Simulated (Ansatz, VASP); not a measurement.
## KI: VASP beside Ansatz

```xyz
2
Lattice="0.0000 3.5246 3.5246 3.5246 0.0000 3.5246 3.5246 3.5246 0.0000" Properties=species:S:1:pos:R:3 pbc="T T T"
K     0.0000    0.0000    0.0000
I     3.5246    3.5246    3.4496
```

Change from the starting cell: all I atoms moved +0.075 Å, as atom 2 towards its neighbour atom 1 (K) at 3.525 Å.

Alike in both runs: task single point; functional PBE; k mesh 6 × 6 × 6; occupations gaussian, width 0.05 eV; no spin polarisation.

|  | VASP | Ansatz |
| --- | --- | --- |
| version | VASP 6.6.1 | Ansatz 0.2.0 |
| potentials or method | VASP PAW PBE potentials, release 64 (K_sv, I) | scalar-relativistic, plane waves, PAW |
| plane-wave cutoff (eV) | 520 | 420 |
| valence electrons in the cell | 16 | 26 |

```tsv
	VASP	Ansatz	Ansatz less VASP
gap on the k mesh at the Fermi level (eV)	3.98	3.98	+0.004
least direct gap on the mesh (eV)	3.98	3.98	+0.004
pressure (GPa)	0.7	0.7	-0.02
largest component of the traceless stress (GPa)	0.06	0.06	-0.001
rms of the force components (eV/Å)	0.049	0.049	-0.0003
```

Atom by atom the forces differ by 0.000 eV/Å (rms over components). With one functional, cell and mesh, what is left measures potentials, basis and numerics. The two sets of potentials don't hold the same shells in valence.

Caveats: spin-orbit coupling is left out, which moves the levels of the heavy elements.
